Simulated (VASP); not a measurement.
Nb3Sn: relaxation of cell and atoms with PBEsol

Crystal: Nb3Sn.

```
Nb Sn
1.0
     5.28210    0.00000    0.00000
     0.00000    5.28210    0.00000
     0.00000    0.00000    5.28210
Nb Sn
6 2
Cartesian
  1.3205 0.0000 2.6410
  2.6410 3.9616 0.0000
  3.9616 0.0000 2.6410
  2.6410 1.3205 0.0000
  0.0000 2.6410 3.9616
  0.0000 2.6410 1.3205
  0.0000 0.0000 0.0000
  2.6410 2.6410 2.6410
```

```json
{
  "Program": "VASP 6.6.1",
  "Task": "relaxation of cell and atoms",
  "Functional": "PBEsol",
  "Potentials or basis": "VASP PAW PBE potentials, release 64 (Nb_sv, Sn_d)",
  "Cutoff": "600 eV",
  "k mesh": "8 × 8 × 8",
  "Occupations": "methfessel-paxton, width 0.1 eV",
  "Spin": "no spin polarisation",
  "Further INCAR settings": "ALGO = Normal; EDIFF = 1e-06; IBRION = 2; EDIFFG = -0.01; NSW = 90; ISIF = 3"
}
```

```yaml
Relaxed_volume: 18.16 Å³/atom
Relaxed_cell: a = 5.257 Å, b = 5.257 Å, c = 5.257 Å, α = 90.00°, β = 90.00°, γ = 90.00°
Space_group_after_relaxing_to_0.05_Å: Pm-3n (No. 223)
Energy_gained_by_relaxing: 2.1 meV/atom
Ionic_steps: 3
Pressure_after_relaxing: 0.0 GPa
Band_gap_on_the_k_mesh: none (metal or under the smearing width)
```

The path:
```csv
step,energy change (eV),largest force (eV/Å),pressure (GPa),volume (Å³)
1,0.0000,0.0000,-2.47,147.37
2,0.0428,0.0000,5.03,141.40
3,-0.0165,0.0000,-0.03,145.28
```

Final structure:
```cif
data_structure
_symmetry_space_group_name_H-M 'P 1'
_symmetry_Int_Tables_number 1
_cell_length_a 5.2570
_cell_length_b 5.2570
_cell_length_c 5.2570
_cell_angle_alpha 90.000
_cell_angle_beta 90.000
_cell_angle_gamma 90.000
_cell_volume 145.28
loop_
_atom_site_label
_atom_site_type_symbol
_atom_site_fract_x
_atom_site_fract_y
_atom_site_fract_z
_atom_site_occupancy
Nb1 Nb 0.25000 0.00000 0.50000 1
Nb2 Nb 0.50000 0.75000 0.00000 1
Nb3 Nb 0.75000 0.00000 0.50000 1
Nb4 Nb 0.50000 0.25000 0.00000 1
Nb5 Nb 0.00000 0.50000 0.75000 1
Nb6 Nb 0.00000 0.50000 0.25000 1
Sn1 Sn 0.00000 0.00000 0.00000 1
Sn2 Sn 0.50000 0.50000 0.50000 1
```

Levels at points of the mesh, in eV from the Fermi level:
```csv
k point,band 51,band 52,band 53,band 54,band 55,band 56
"(0.00, 0.00, 0.00)",-0.55,-0.55,-0.06,-0.06,2.43,2.43
"(0.50, 0.00, 0.00)",-0.86,-0.86,-0.36,-0.36,1.57,1.57
"(0.50, 0.50, 0.00)",0.16,0.16,0.22,0.59,0.66,0.66
"(0.50, 0.50, 0.50)",0.03,0.03,0.15,0.15,0.15,0.15
```

Run time: 7.7 min on 2 MPI ranks on Intel(R) Xeon(R) Platinum 8488C (Sapphire Rapids), with other jobs on the host, peak memory 0.46 GiB a rank.

Caveat: the PAW data sets were made with another functional, which shifts forces and pressure a little.
